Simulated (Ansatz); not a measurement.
**CdSe: strong compression**

The task here is to estimate one member of a computed series from the others.

Program: Ansatz 0.2.0. Level of theory: DFT, PBE, PAW with Ansatz's default frozen-core files, scalar-relativistic. These are calculated values, not measurements.

**Starting point**

It takes space group Pm-3m (No. 221, cubic). Conventional cell: a = 3.105 Å, b = 3.105 Å, c = 3.105 Å, α = 90.00°, β = 90.00°, γ = 90.00°. Cd (site symmetry m-3m) is surrounded by 8 Se at 2.69 Å. Se (site symmetry m-3m) has 8 Cd at 2.69 Å as nearest neighbours.

As a file:

```xyz
2
Lattice="3.1053 0.0000 0.0000 0.0000 3.1053 0.0000 0.0000 0.0000 3.1053" Properties=species:S:1:pos:R:3 pbc="T T T"
Cd    0.0000    0.0000    0.0000
Se    1.5527    1.5527    1.5527
```

Whether this phase is the stable one at these pressures isn't tested.

Atoms are numbered in the order of the input: Cd1, Se2.

Set-up of the first run:

input.yaml reads:

```yaml
crystal:
  lattice:
    - [3.1053142479, 0.0, 0.0]
    - [0.0, 3.1053142479, 0.0]
    - [0.0, 0.0, 3.1053142479]
  atoms:
    - { symbol: Cd, position: [0.0, 0.0, 0.0] }
    - { symbol: Se, position: [0.5, 0.5, 0.5] }
kpoints:
  mp_grid: { grid: [12, 12, 12] }
scf:
  occupations: { method: fermi_dirac, width: 0.05 }
hamiltonian:
  xc: pbe
  pseudopotentials: { kind: paw }
output:
  forces: true
  stress: true
  write_density: true
  write_potential: true
  elf: true
  volumetric_format: npy
relax:
  f_tol: 0.005
  max_steps: 40
  cell: {}
```

Run with:

```bash
$ ansatz run input.yaml --threads 1 --pin off --max-ram 2048MiB --backend cpu --events-out ev --progress --plain --runs-dir out
```

Among the steps run: Cell relaxed at zero pressure, PAW; More of the same log: cell relaxed at zero pressure; Volume scaled by 1, PAW; Volume scaled by 0.94, PAW; Volume scaled by 0.88, PAW; Volume scaled by 0.8, PAW; Volume scaled by 0.72, PAW; Volume scaled by 0.64, PAW; Volume scaled by 0.55, PAW; Volume scaled by 0.55, PAW (cutoff 300 eV).

One of the session's tables, all rows but one given; the rest of the session is left out.

```
             method  volume over the first  volume (Å³/atom)  pressure (GPa)
                PAW                      1            22.486            0.02
                PAW                   0.94            21.137            4.22
                PAW                   0.88            19.788           10.19
                PAW                    0.8            17.989           22.23
                PAW                   0.72            16.190           42.00
                PAW                   0.64                 ?               ?
                PAW                   0.55            12.367          145.20
PAW (cutoff 300 eV)                   0.55            12.367          145.12
```

**Question.** Estimate the row for PAW, 0.64.

The run gave: volume (Å³/atom): 14.391; pressure (GPa): 75.51. In the column «volume (Å³/atom)» it lies between PAW (cutoff 300 eV), 0.55 (12.367) and PAW, 0.72 (16.190).

To keep in mind: Warnings in the runs' records: cutoff below recommended.
